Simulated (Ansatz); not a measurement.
# Manganese, A15 under revPBE: structure and ground-state energy

What does revPBE give for manganese in the A15 structure? We relax it, then solve it on a dense k-mesh. Spin polarisation is left out, though the real metal is magnetic, so this state lies above the ground state. The k-meshes are 6×6×6 for the relaxation; 8×8×8 for the dense run.

Computed with Ansatz 0.2.0 (DFT revPBE, plane waves (420 eV) with PAW, scalar-relativistic; the PAW data stem from PBE, with regenerated cores, unless a step says otherwise).

### 1 The system as given

The structure is cubic, space group Pm-3n (No. 223). Conventional cell: a = 4.547 Å, b = 4.547 Å, c = 4.547 Å, α = 90.00°, β = 90.00°, γ = 90.00°. Mn (site symmetry m-3) has 12 Mn at 2.54 Å as nearest neighbours. Mn (site symmetry -4m2) is surrounded by 6 Mn at 2.27 to 2.54 Å.

Structure file:

```
Mn
1.0
     4.54677    0.00000    0.00000
     0.00000    4.54677    0.00000
     0.00000    0.00000    4.54677
Mn
8
Direct
  0.00000 0.00000 0.00000
  0.50000 0.50000 0.50000
  0.25000 0.00000 0.50000
  0.75000 0.00000 0.50000
  0.50000 0.25000 0.00000
  0.50000 0.75000 0.00000
  0.00000 0.50000 0.25000
  0.00000 0.50000 0.75000
```

### 2 Relaxing cell and atoms

input.yaml reads:

```yaml
crystal:
  lattice:
    - [4.5467736727, 0.0, 0.0]
    - [0.0, 4.5467736727, 0.0]
    - [0.0, 0.0, 4.5467736727]
  atoms:
    - { symbol: Mn, position: [0.0, 0.0, 0.0] }
    - { symbol: Mn, position: [0.5, 0.5, 0.5] }
    - { symbol: Mn, position: [0.25, 0.0, 0.5] }
    - { symbol: Mn, position: [0.75, 0.0, 0.5] }
    - { symbol: Mn, position: [0.5, 0.25, 0.0] }
    - { symbol: Mn, position: [0.5, 0.75, 0.0] }
    - { symbol: Mn, position: [0.0, 0.5, 0.25] }
    - { symbol: Mn, position: [0.0, 0.5, 0.75] }
hamiltonian:
  xc: revpbe
  pseudopotentials:
    kind: paw
    azcp:
      Mn: "pseudopotentials/Mn.paw.azcp"
basis:
  ecutwfc: 420
  fft_grid_basis: typed
kpoints:
  mp_grid: { grid: [6, 6, 6], shift: [0, 0, 0] }
magnetization:
  spin_polarized: false
scf:
  occupations: { method: fermi_dirac, width: 0.1 }
relax:
  max_steps: 60
  f_tol: 0.01
  cell: {}
```

Started as:

```console
> ansatz run input.yaml --threads 4 --pin off --max-ram 8192MiB --backend cpu --events-out ev --progress --plain --runs-dir out
```

The runs that follow: Dense single point.

Before running it: what results should come out? Wanted: space group; conventional cell; volume; shortest distance; gap on the mesh; relative to alpha-Mn.

The runs gave:

```
                                 quantity                         value
           space group (spins left aside)               Pm-3n (No. 223)
                        conventional cell                   a = 4.442 Å
                                   volume                10.955 Å³/atom
                        shortest distance                       2.221 Å
                          gap on the mesh  none (levels filled in part)
relative to alpha-Mn (A12), ferrimagnetic                  +87 meV/atom
```

What this shows: From the guessed start the volume shrank by 6.8 % in 5 steps. It lies 87 meV/atom above the element's reference form at the same level (alpha-Mn (A12), ferrimagnetic, from a run of its own); part of this is magnetic energy, as this run has no moments. No gap shows: it is a metal or semimetal at this level. Relaxation kept the symmetry; phonons were not checked.
